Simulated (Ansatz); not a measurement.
# Ge: the cell at several levels of theory

One table from this session's results is given with a row withheld; the runs are named, their logs left out.

The runs shown are made with Ansatz 0.2.0. PAW datasets, plane waves, zero pressure. Spin-unpolarised throughout; all numbers are computed.

### The system as given

This is the cell as the run starts from it, not yet at rest; its lengths are not the crystal's.

The symmetry is P6_3/mmc (No. 194, hexagonal); conventional cell a = 3.919 Å, c = 6.400 Å, 21.28 Å³ an atom. Around Ge lie 4 Ge at 2.40 Å.

The structure in full:

```cif
data_structure
_symmetry_space_group_name_H-M 'P 1'
_symmetry_Int_Tables_number 1
_cell_length_a 3.9192
_cell_length_b 3.9192
_cell_length_c 6.4000
_cell_angle_alpha 90.000
_cell_angle_beta 90.000
_cell_angle_gamma 120.000
_cell_volume 85.13
loop_
_atom_site_label
_atom_site_type_symbol
_atom_site_fract_x
_atom_site_fract_y
_atom_site_fract_z
_atom_site_occupancy
Ge1 Ge 0.33333 0.66667 0.00000 1
Ge2 Ge 0.66667 0.33333 0.50000 1
Ge3 Ge 0.33333 0.66667 0.37500 1
Ge4 Ge 0.66667 0.33333 0.87500 1
```

Set-up of the first run:

input.yaml

```yaml
crystal:
  lattice:
    - [3.9191835885, 0.0, 0.0]
    - [-1.9595917942, 3.3941125497, 0.0]
    - [0.0, 0.0, 6.4000267999]
  atoms:
    - { symbol: Ge, position: [0.3333333333, 0.6666666667, 0.0] }
    - { symbol: Ge, position: [0.6666666667, 0.3333333333, 0.5] }
    - { symbol: Ge, position: [0.3333333333, 0.6666666667, 0.375] }
    - { symbol: Ge, position: [0.6666666667, 0.3333333333, 0.875] }
kpoints:
  mp_grid: { grid: [12, 12, 4] }
hamiltonian:
  xc: pbe
scf:
  occupations: { method: fermi_dirac, width: 0.02 }
relax:
  f_tol: 0.005
  cell: {}
output:
  write_density: true
  write_potential: true
  elf: true
  volumetric_format: npy
```

Command:

```bash
$ ansatz run input.yaml --threads 4 --pin off --max-ram 7372MiB --backend cpu --events-out ev --progress --plain --runs-dir out
```

Among the steps run: Relaxation with PBE; Relaxation with r2SCAN; Relaxing with PBEsol; Relaxing with LDA; Relaxing with HSE06.

One table of the session follows, with a row left open; its other results are not shown here.

| level | a (Å) | c (Å) | volume (Å³/atom) |
| --- | --- | --- | --- |
| PBE | 4.058 | 6.693 | 23.867 |
| r2SCAN | ? | ? | ? |
| PBEsol | 4.005 | 6.579 | 22.851 |
| LDA | 3.968 | 6.505 | 22.177 |
| HSE06 | 4.008 | 6.589 | 22.922 |

Estimate the missing values for r2SCAN.

**Answer.** a (Å): 3.998; c (Å): 6.593; volume (Å³/atom): 22.811. In the column «a (Å)» it lies between LDA (3.968) and PBEsol (4.005).

**Reading.** The first relaxation changed the volume by +12.1 % from the start. The volume runs from LDA (least) to PBE (most), a spread of 7.6 %, or 2.5 % in length if all axes shared it alike. The meshes differ: PBE 12×12×4, r2SCAN 6×6×4, PBEsol 6×6×4, LDA 6×6×4, HSE06 6×6×2.
